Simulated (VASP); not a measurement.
# CuAu (P4/mmm) in VASP: notebook, part 2 of 2

VASP 6.6.1. Earlier steps stand in the parts before.

## 3. Single point, PBEsol (strained and moved within a subgroup)

INCAR

```
SYSTEM = CuAu
ALGO     = Fast           ! electronic algorithm
EDIFF    = 1E-7           ! SCF threshold, eV
ENCUT    = 520            ! plane-wave cutoff, eV
GGA      = PS             ! functional
ISIF     = 2              ! what is computed and relaxed
ISMEAR   = 0              ! smearing method
LASPH    = .TRUE.         ! aspherical terms in the spheres
LCHARG   = .TRUE.         ! write CHGCAR
LELF     = .TRUE.         ! ELF
LREAL    = .FALSE.        ! projectors in reciprocal space
LVHAR    = .TRUE.       
LWAVE    = .FALSE.        ! write WAVECAR
NBANDS   = 18             ! bands
NELM     = 100            ! most SCF steps
PREC     = Accurate       ! precision mode
SIGMA    = 0.1            ! smearing width, eV
```

KPOINTS

```
k-points
0
G
  14 14 12
  0 0 0
```

POSCAR

```
CuAu
1.0
    2.7650560000      0.0360640000      0.0168840000
    0.0360640000      2.7650560000     -0.0168840000
    0.0221301000     -0.0221301000      3.4039984000
Cu Au
1 1
Direct
    0.4621192796      0.4621192796      0.5000000000
    0.0378807204      0.0378807204      0.0000000000
```

Potentials or basis: VASP PAW PBE potentials, release 64 (Cu, Au).

Run with:

```sh
> cat potpaw_PBE.64/Cu/POTCAR potpaw_PBE.64/Au/POTCAR > POTCAR
> mpirun -np 1 vasp_std > vasp.out
```

OUTCAR:

```text
SYSTEM = CuAu
   EDIFF = 1E-7
   ENCUT = 520
   GGA = PS
   ISIF = 2
   ISMEAR = 0
   LASPH = .TRUE.
   LREAL = .FALSE.
   NELM = 100
   PREC = Accurate

 ion  position               nearest neighbor table
   1  0.462  0.462  0.500-   2 2.39   2 2.39   2 2.57   2 2.57   2 2.61   2 2.61   2 2.85   2 2.85

   2  0.038  0.038  0.000-   1 2.39   1 2.39   1 2.57   1 2.57   1 2.61   1 2.61   1 2.85   1 2.85

  LATTYP: Found a base centered monoclinic cell.
 ALAT       =     3.8595252234
 B/A-ratio  =     1.0263909845
 C/A-ratio  =     0.8820106288
 COS(beta)  =    -0.0179422483

  Lattice vectors:

 A1 = (   0.0360640000,   2.7650560000,  -0.0168840000)
 A2 = (  -2.7650560000,  -0.0360640000,  -0.0168840000)
 A3 = (   0.0221301000,  -0.0221301000,   3.4039984000)

Analysis of symmetry for initial positions (statically):
=====================================================================
 Subroutine PRICEL returns:
 Original cell was already a primitive cell.

 Routine SETGRP: Setting up the symmetry group for a
 base centered monoclinic supercell.

 Subroutine GETGRP returns: Found  2 space group operations
 (whereof  2 operations were pure point group operations)
 out of a pool of  4 trial point group operations.

The static configuration has the point symmetry C_2 .

Analysis of symmetry for dynamics (positions and initial velocities):
=====================================================================
 Subroutine PRICEL returns:
 Original cell was already a primitive cell.

 Routine SETGRP: Setting up the symmetry group for a
 base centered monoclinic supercell.

 Subroutine GETGRP returns: Found  2 space group operations
 (whereof  2 operations were pure point group operations)
 out of a pool of  4 trial point group operations.

The dynamic configuration has the point symmetry C_2 .

 Subroutine INISYM returns: Found  2 space group operations
 (whereof  2 operations are pure point group operations),
 and found     1 'primitive' translations

----------------------------------------------------------------------------------------

                                     Primitive cell

  volume of cell :      26.0189

  direct lattice vectors                    reciprocal lattice vectors
     2.765056000  0.036064000  0.016884000     0.361732601 -0.004732544 -0.002382466
     0.036064000  2.765056000 -0.016884000    -0.004732544  0.361732601  0.002382466
     0.022130100 -0.022130100  3.403998400    -0.001817685  0.001817685  0.293795805

  length of vectors
     2.765342721  2.765342721  3.404142269     0.361771403  0.361771403  0.293807051

  position of ions in fractional coordinates (direct lattice)
     0.462119280  0.462119280  0.500000000
     0.037880720  0.037880720  0.000000000

  ion indices of the primitive-cell ions
   primitive index   ion index
                 1           1
                 2           2

----------------------------------------------------------------------------------------

 KPOINTS: k-points

Automatic generation of k-mesh.
 Grid dimensions read from file:
 generate k-points for:   14   14   12

 Generating k-lattice:

  Cartesian coordinates                     Fractional coordinates (reciprocal lattice)
     0.025838043 -0.000338039 -0.000170176     0.071428571 -0.000000000 -0.000000000
    -0.000338039  0.025838043  0.000170176    -0.000000000  0.071428571  0.000000000
    -0.000151474  0.000151474  0.024482984     0.000000000  0.000000000  0.083333333

  Length of vectors
     0.025840815  0.025840815  0.024483921

  Shift w.r.t. Gamma in fractional coordinates (k-lattice)
     0.000000000  0.000000000  0.000000000

 Subroutine IBZKPT returns following result:
 ===========================================

 Found    639 irreducible k-points:

 Following reciprocal coordinates:
            Coordinates               Weight
  0.000000  0.000000  0.000000      1.000000
  0.071429  0.000000  0.000000      4.000000
  0.142857 -0.000000  0.000000      4.000000
  0.214286  0.000000 -0.000000      4.000000
  0.285714 -0.000000  0.000000      4.000000
  0.357143 -0.000000 -0.000000      4.000000
[... 16 lines left out ...]
  0.214286  0.142857  0.000000      4.000000
  0.285714  0.142857  0.000000      4.000000
 [... further k-points ...]
   k-points           NKPTS =    639   k-points in BZ     NKDIM =    639   number of bands    NBANDS=     18
   number of dos      NEDOS =    301   number of ions     NIONS =      2
   total plane-waves  NPLWV =  16128
   dimension x,y,z NGX =    24 NGY =   24 NGZ =   28
   dimension x,y,z NGXF=    48 NGYF=   48 NGZF=   56
   ions per type =               1   1
   NGX,Y,Z   is equivalent  to a cutoff of  14.43, 14.43, 13.67 a.u.
   NGXF,Y,Z  is equivalent  to a cutoff of  28.86, 28.86, 27.35 a.u.
 SYSTEM =  CuAu
   PREC   = accura    normal or accurate (medium, high low for compatibility)
   ISTART =      0    job   : 0-new  1-cont  2-samecut
   ICHARG =      2    charge: 1-file 2-atom 10-const
   ISPIN  =      1    spin polarized calculation?
   LNONCOLLINEAR =      F non collinear calculations
   LSORBIT =      F    spin-orbit coupling
   LASPH  =      T    aspherical Exc in radial PAW
   ENCUT  =  520.0 eV  38.22 Ry    6.18 a.u.   5.14  5.14  6.33*2*pi/ulx,y,z
   NELM   =    100;   NELMIN=  2; NELMDL= -5     # of ELM steps
   EDIFF  = 0.1E-06   stopping-criterion for ELM
   LREAL  =      F    real-space projection
   EDIFFG = 0.1E-05   stopping-criterion for IOM
   NSW    =      0    number of steps for IOM
   IBRION =     -1    ionic relax: 0-MD 1-quasi-New 2-CG
   NFREE  =      0    steps in history (QN), initial steepest desc. (CG)
   ISIF   =      2    stress and relaxation
   ISYM   =      2    0-nonsym 1-usesym 2-fastsym
   POTIM  = 0.5000    time-step for ionic-motion
   TEBEG  =    0.0;   TEEND  =   0.0 temperature during run
   PSTRESS=    0.0 pullay stress
   NELECT =      22.0000    total number of electrons
   NUPDOWN=      -1.0000    fix difference up-down
   EMIN   =  10.00;   EMAX   =-10.00  energy-range for DOS
   EFERMI =   0.00;   METHOD = LEGACY
   ISMEAR =     0;   SIGMA  =   0.10  broadening in eV -4-tet -1-fermi 0-gaus
   EFERMI_NEDOS =   21; number of points for ismear=-14 and -15
   IALGO  =     68    algorithm
   IMIX   =      4    mixing-type and parameters
     AMIX     =   0.40;   BMIX     =  1.00
     AMIX_MAG =   1.60;   BMIX_MAG =  1.00
  volume/ion in A,a.u.               =      13.01        87.79
  Fermi-wavevector in a.u.,A,eV,Ry     =   1.548055  2.925399 32.605993  2.396473
  Thomas-Fermi vector in A             =   2.653060
   LORBIT       =      0    0 simple, 1 ext, 2 COOP (PROOUT), +10 PAW based schemes
   GGA     = PS    functional components
   LHFCALC =     F    Hartree Fock is set to
   AEXX    =    0.0000 exact exchange contribution
   IVDW    =     0    specifies the selected vdW correction
   LEPSILON=     F    determine dielectric tensor
   LRPA    =     F    only Hartree local field effects (RPA)
 non-spin polarized calculation
 RMM-DIIS sequential band-by-band and
 Gauss-broadening in eV      SIGMA  =   0.10
  energy-cutoff  :      520.00
  volume of cell :       26.02
 maximum number of plane-waves:       716
 NGX is ok and might be reduce to    24
   NGX = 11   NGY = 11   NGZ = 13

 number of electron      22.0000003 magnetization

 Free energy of the ion-electron system (eV)
  ---------------------------------------------------
  ext. energy  EPLUGINS =         0.00000000
  ---------------------------------------------------
  free energy    TOTEN  =        -7.93192547 eV

  energy without entropy =       -7.92924603  energy(sigma->0) =       -7.93058575

 E-fermi :  10.3427     XC(G=0): -13.4862

 val. band max:       10.3395506884   @ k =   0.5000   0.2857   0.0000
 cond. band min:      10.3473163217   @ k =   0.0714   0.3571   0.4167
 fundamental gap:      0.0077656333
 Fermi energy:        10.3426527778

 k-point     1 :       0.0000    0.0000    0.0000
  band No.  band energies     occupation
      1      -0.5913      2.00000
      2       2.9036      2.00000
      3       2.9277      2.00000
      4       5.5359      2.00000
      5       5.7521      2.00000
      6       6.8655      2.00000
[... 10 lines left out ...]
     17      27.1162      0.00000
     18      28.5121      0.00000
[... 466 lines left out ...]
      2       3.7240      2.00000
      3       4.2708      2.00000
      4       4.6817      2.00000
      5       5.4132      2.00000
      6       5.7691      2.00000
[... 10 lines left out ...]
     17      27.5237      0.00000
     18      28.0432      0.00000

 [... further k-points ...]

------------------------ aborting loop because EDIFF is reached ----------------------------------------

  FORCE on cell =-STRESS in cart. coord.  units (eV):
  Direction    XX          YY          ZZ          XY          YZ          ZX
  --------------------------------------------------------------------------------------
  -------------------------------------------------------------------------------------
  Total        3.7357725      3.7357725      5.1362346      0.4902715      0.2473882     -0.2473882
  in kB      230.0396094    230.0396094    316.2765898     30.1897045     15.2335537    -15.2335547
  external PRESSURE =     258.7852695 kB  Pullay stress =       0.0000000 kB

 VOLUME and BASIS-vectors are now :
 -----------------------------------------------------------------------------
  energy-cutoff  :      520.00
  volume of cell :       26.02
      direct lattice vectors                 reciprocal lattice vectors
     2.765056000  0.036064000  0.016884000     0.361732601 -0.004732544 -0.002382466
     0.036064000  2.765056000 -0.016884000    -0.004732544  0.361732601  0.002382466
     0.022130100 -0.022130100  3.403998400    -0.001817685  0.001817685  0.293795805

 POSITION                                       TOTAL-FORCE (eV/Angst)
 -----------------------------------------------------------------------------------
      1.30552      1.28339      1.70200         1.436655      1.436655      0.000000
      0.10611      0.10611      0.00000        -1.436655     -1.436655     -0.000000
 -----------------------------------------------------------------------------------
    total drift:                               -0.000860     -0.000864      0.000011

  FREE ENERGIE OF THE ION-ELECTRON SYSTEM (eV)
  ---------------------------------------------------
  free  energy   TOTEN  =        -7.9319254746 eV

  energy  without entropy=       -7.9292460335  energy(sigma->0) =       -7.93058575
```

It took 2.3 min on 1 thread of Intel Xeon 6975P-C (Granite Rapids), shared host; peak memory 0.41 GiB.

Results:

```
Free energy            : -7.9319 eV
Pressure               : 25.9 GPa
Largest force          : 2.032 eV/Å
Band gap on the k mesh : none (metal or under the smearing width)
```

Forces on the atoms (eV/Å):
```
Cu   1.437  1.437  0.000
Au  -1.437 -1.437  0.000
```

Caveat: so large a pressure means that the cell lies far from this level's equilibrium, or that cutoff or potentials fall short; the potentials were made for another functional, which shifts forces and pressure.

## 4. Single point, PBEsol

INCAR

```
SYSTEM = CuAu
PREC     = Accurate       ! precision mode
ENCUT    = 520            ! plane-wave cutoff, eV
EDIFF    = 1E-6           ! SCF threshold, eV
ISMEAR   = 0              ! smearing method
SIGMA    = 0.1            ! smearing width, eV
LREAL    = .FALSE.        ! projectors in reciprocal space
LASPH    = .TRUE.         ! aspherical terms in the spheres
NELM     = 60             ! most SCF steps
ALGO     = Fast           ! electronic algorithm
ISIF     = 2              ! what is computed and relaxed
LWAVE    = .FALSE.        ! write WAVECAR
LCHARG   = .FALSE.        ! write CHGCAR
GGA      = PS             ! functional
NBANDS   = 18             ! bands
```

KPOINTS

```
Automatic mesh
0
G
  6 6 6
  0 0 0
```

POSCAR

```
CuAu
1.0
    2.8000000000      0.0000000000      0.0000000000
    0.0000000000      2.8000000000      0.0000000000
    0.0000000000      0.0000000000      3.6700000000
Cu Au
1 1
Direct
    0.5000000000      0.5000000000      0.5000000000
    0.0000000000      0.0000000000      0.0000000000
```

Run with:

```sh
> cat potpaw_PBE.64/Cu/POTCAR potpaw_PBE.64/Au/POTCAR > POTCAR
> mpirun -np 1 vasp_std > vasp.out
```

Run time: 9.1 s. Hardware: 1 thread of Intel Xeon 6975P-C (Granite Rapids), shared host; peak memory 0.15 GiB.

The run converged. Its results:

```
Free energy            : -8.3084 eV
Pressure               : -1.4 GPa
Band gap on the k mesh : none (metal or under the smearing width)
```

Stress tensor (GPa, compression positive):
```
-0.36  0.00  0.00
 0.00 -0.36  0.00
 0.00  0.00 -3.42
```

Levels at points of the mesh, in eV from the Fermi level:
| k point | band 7 | band 8 | band 9 | band 10 | band 11 | band 12 | band 13 | band 14 | band 15 | band 16 |
| --- | --- | --- | --- | --- | --- | --- | --- | --- | --- | --- |
| (0.00, 0.00, 0.00) | -2.88 | -2.18 | -1.72 | -1.50 | -1.50 | 2.00 | 8.08 | 9.98 | 9.98 | 16.78 |
| (0.50, 0.00, 0.00) | -3.10 | -3.03 | -2.45 | -2.24 | -0.90 | -0.16 | 9.39 | 9.49 | 11.36 | 11.40 |
| (0.50, 0.50, 0.00) | -1.67 | -1.66 | -1.40 | -1.40 | 0.55 | 0.55 | 5.16 | 6.90 | 10.04 | 11.57 |
| (0.00, 0.00, 0.50) | -3.26 | -2.78 | -2.40 | -2.38 | -2.38 | -2.01 | 14.35 | 14.59 | 14.59 | 15.15 |
| (0.50, 0.00, 0.50) | -1.88 | -1.75 | -1.62 | -1.57 | -1.19 | -1.17 | 2.67 | 4.41 | 15.84 | 16.24 |
| (0.50, 0.50, 0.50) | -3.23 | -2.19 | -1.66 | -1.66 | 5.35 | 5.45 | 5.45 | 6.18 | 6.88 | 7.01 |

Caveat: the k mesh is coarse (spacing up to 0.37 Å⁻¹), so the values aren't converged; the PAW data sets were made with another functional, which shifts forces and pressure a little.

## 5. Overview

| level | potentials or basis | cell | k mesh | further INCAR settings | mesh quality | gap on the mesh (eV) | pressure (GPa) |
| --- | --- | --- | --- | --- | --- | --- | --- |
| LDA | VASP PAW LDA potentials, release 64 (Cu, Au) | functional LDA, strained and moved within the space group | 16 × 16 × 12 | ALGO = Fast; EDIFF = 1e-06; NBANDS = 18 | not flagged | none | -3.9 |
| PBEsol | VASP PAW PBE potentials, release 64 (Cu, Au) | strained and moved within a subgroup | 14 × 14 × 12 | ALGO = Fast; EDIFF = 1e-07; NBANDS = 18 | not flagged | none | 25.9 |
| PBEsol | VASP PAW PBE potentials, release 64 (Cu, Au) | as given | 6 × 6 × 6 | ALGO = Fast; EDIFF = 1e-06; NBANDS = 18 | coarse | none | -1.4 |

Alike in all rows: task single point; no spin polarisation; cutoff (eV) 520; smearing gaussian 0.1 eV.

Caveats: some runs use coarse meshes; so large a pressure means that the cell lies far from this level's equilibrium, or that cutoff or potentials fall short (some runs); the potentials were made for another functional, which shifts forces and pressure (some runs); the PAW data sets were made with another functional, which shifts forces and pressure a little (some runs).

Total energies depend on the potentials used, so only differences within one code and one set of settings carry meaning.
